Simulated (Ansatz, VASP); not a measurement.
This is a calculation of InP for VASP 6.6.1.

The input INCAR:

```
PREC     = Accurate       # precision mode
ENCUT    = 520            # plane-wave cutoff, eV
EDIFF    = 1E-6           # SCF threshold, eV
ISMEAR   = -1             # smearing method
SIGMA    = 0.05           # smearing width, eV
LREAL    = F              # projectors in reciprocal space
LASPH    = T              # aspherical terms in the spheres
NELM     = 60             # most SCF steps
ALGO     = Normal         # electronic algorithm
ISIF     = 2              # what is computed and relaxed
LWAVE    = F              # write WAVECAR
LCHARG   = T              # write CHGCAR
GGA      = VW             # functional
LELF     = T              # ELF
LVHAR    = T            
NBANDS   = 16             # bands
```

The input KPOINTS:

```
regular mesh
0
Gamma
  8 8 8
```

POSCAR

```
InP
1.0
    0.0000000000      2.9499078504      2.9499078504
    2.9499078504      0.0000000000      2.9499078504
    2.9499078504      2.9499078504      0.0000000000
In P
1 1
Direct
    0.0000000000      0.0000000000      0.0000000000
    0.7500000000      0.7500000000      0.7500000000
```

Potentials or basis: VASP PAW PBE potentials, release 64 (In_d, P).

Run with:

```sh
$ cat potpaw_PBE.64/In_d/POTCAR potpaw_PBE.64/P/POTCAR > POTCAR
$ mpirun -np 1 vasp_std > vasp.out
```

**Question.** Translate it to Ansatz 0.2.0. Potentials there: Ansatz PAW.

**Answer.** As run (the cutoff follows the program's own potentials):

input.yaml

```yaml
crystal:
  lattice:
    - [0.0, 2.9499078504, 2.9499078504]
    - [2.9499078504, 0.0, 2.9499078504]
    - [2.9499078504, 2.9499078504, 0.0]
  atoms:
    - { symbol: In, position: [0.0, 0.0, 0.0] }
    - { symbol: P, position: [0.75, 0.75, 0.75] }
hamiltonian:
  xc: { exchange: slater, correlation: vwn5 }
  pseudopotentials: { kind: paw }
kpoints:
  mp_grid: { grid: [8, 8, 8] }
scf:
  occupations: { method: fermi_dirac, width: 0.05 }
output:
  forces: true
  stress: true
  eigenvalues: true
```

Potentials or basis: Ansatz PAW.

Command:

```bash
$ ansatz run input.yaml --threads 2 --pin off --max-ram 5120MiB --backend cpu --events-out ev --progress --plain --runs-dir out
```

Both were run:

|  | VASP | Ansatz | Ansatz less VASP |
| --- | --- | --- | --- |
| gap on the k mesh at the Fermi level (eV) | 0.38 | 0.37 | -0.001 |
| least direct gap on the mesh (eV) | 0.38 | 0.37 | -0.001 |
| pressure (GPa) | -2.5 | -2.5 | -0.02 |

With one functional, cell and mesh, what is left measures potentials, basis and numerics.

Caveats: spin-orbit coupling is left out, which moves the levels of the heavy elements; the PAW data sets were made with another functional, which shifts forces and pressure a little (VASP); the PAW data sets come from PBE, with cores solved anew for the run's functional, which leaves a small shift of forces and pressure (Ansatz).
